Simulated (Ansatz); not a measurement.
Computed with DFT PBE, scalar-relativistic, plane waves, PAW (Ansatz 0.2.0). All cells share a 420 eV cutoff and Γ-centred k meshes spaced at most about 0.3 Å⁻¹ (about 0.25 or finer for metals, 2π included). No spin polarisation.

These are static total energies at zero pressure.

Compare these two cells of Mg3Sn3N, each relaxed at this level.

A.

Space group P3m1 (No. 156). a = 3.304 Å, b = 3.304 Å, c = 15.767 Å, α = 90.00°, β = 90.00°, γ = 120.00°
```csv
atom,site,symmetry,x,y,z
Mg,1b,3m.,0.3333,0.6667,0.0628
Mg,1c,3m.,0.6667,0.3333,0.9320
Mg,1b,3m.,0.3333,0.6667,0.7592
Sn,1c,3m.,0.6667,0.3333,0.4144
Sn,1a,3m.,0.0000,0.0000,0.5955
Sn,1a,3m.,0.0000,0.0000,0.2371
N,1a,3m.,0.0000,0.0000,0.9991
```

B.

Space group Cm (No. 8). a = 5.655 Å, b = 3.266 Å, c = 16.333 Å, α = 90.00°, β = 96.90°, γ = 90.00°
| atom | site | symmetry | x | y | z |
| --- | --- | --- | --- | --- | --- |
| Mg | 2a | m | 0.9053 | 0.5000 | 0.0611 |
| Mg | 2a | m | 0.6946 | 0.0000 | 0.9338 |
| Mg | 2a | m | 0.3064 | 0.0000 | 0.7628 |
| Sn | 2a | m | 0.3567 | 0.5000 | 0.4138 |
| Sn | 2a | m | 0.4203 | 0.5000 | 0.6035 |
| Sn | 2a | m | 0.2933 | 0.5000 | 0.2276 |
| N | 2a | m | 0.0498 | 0.0000 | 0.9975 |

Question: Which would you expect to be lower, and how large is the difference?

Answer: B is lower, by 31 meV/atom. A has space group P3m1 (No. 156), 21.3 Å³/atom and no gap on its mesh; B has space group Cm (No. 8), 21.4 Å³/atom and no gap. In A, Mg on its first site is surrounded by 3 N at 2.16 Å, 3 Mg at 2.81 Å, 6 Mg at 3.30 Å and 3 Sn at 3.35 Å; Sn on its first site is surrounded by 12 Sn at 3.30–3.43 Å; N has 6 Mg at 2.16–2.18 Å, 6 N at 3.30 Å and 1 Sn at 3.75 Å; 4 more sites not described. In B, Mg on its first site is surrounded by 3 N at 2.15 Å, 3 Mg at 2.79–2.80 Å, 6 Mg at 3.27 Å and 3 Sn at 3.28–3.30 Å; Sn on its first site has 2 Sn at 3.02–3.08 Å and 6 Sn at 3.27 Å; N is surrounded by 6 Mg at 2.15 Å; 4 more sites not described. Origin: A, invented; B, invented, then shaken at random and relaxed again. The lowest form computed isn't among them: it has space group P3m1 (No. 156), 20.9 Å³/atom and lies 11 meV/atom below the best shown.

Cells relaxed within their symmetry can be saddle points. Some candidate types were left out of the draw beforehand, so a known form may be missing.
